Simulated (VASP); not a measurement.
# SiC (Moissanite 3C): single point with LDA

**Experimental background.**

“Insight into the structural, elastic and electronic properties of a new orthorhombic 6O-SiC polytype”, 2020, pmc:7200658 quotes, for a bulk crystal of SiC: band gap 2.4 eV (indirect).

The system is SiC (Moissanite 3C).

```
CELL_PARAMETERS angstrom
0.00000 2.17900 2.17900
2.17900 0.00000 2.17900
2.17900 2.17900 0.00000
ATOMIC_POSITIONS crystal
Si 0.00000 0.00000 0.00000
C 0.75000 0.75000 0.75000
```

```
Program             : VASP 6.6.1
Task                : single point
Functional          : LDA
Potentials or basis : VASP PAW LDA potentials, release 54 (Si, C)
Cutoff              : 520 eV
k mesh              : 10 × 10 × 10
Occupations         : gaussian, width 0.02 eV
Spin                : no spin polarisation
```

- Pressure: -4.0 GPa
- Band gap on the k mesh: 1.30 eV, indirect (least direct gap 4.50 eV)

Levels at points of the mesh, in eV from the valence-band top:
```tsv
k point	band 1	band 2	band 3	band 4	band 5	band 6	band 7	band 8
(0.00, 0.00, 0.00)	-15.32	0.00	0.00	0.00	6.29	7.19	7.19	7.19
(0.50, 0.00, 0.00)	-11.70	-8.56	-1.05	-1.05	5.39	7.13	7.13	9.92
(0.50, 0.50, 0.00)	-10.21	-7.81	-3.19	-3.19	1.30	4.19	13.83	13.83
```

Run time: 14 s on 1 thread of AMD EPYC 7R43 64-Core Processor (Zen 3), with other jobs on the host, peak memory 0.09 GiB.

Against the measured gap of SiC, 2.4 eV (indirect; quoted in “Insight into the structural, elastic and electronic properties of a new orthorhombic 6O-SiC polytype”, 2020, pmc:7200658), the calculated 1.30 eV is off by -1.10 eV. The value is that of LDA on a finite k mesh, which can miss the band edges, without temperature or zero-point motion. Semilocal functionals fall short of measured gaps as a rule.
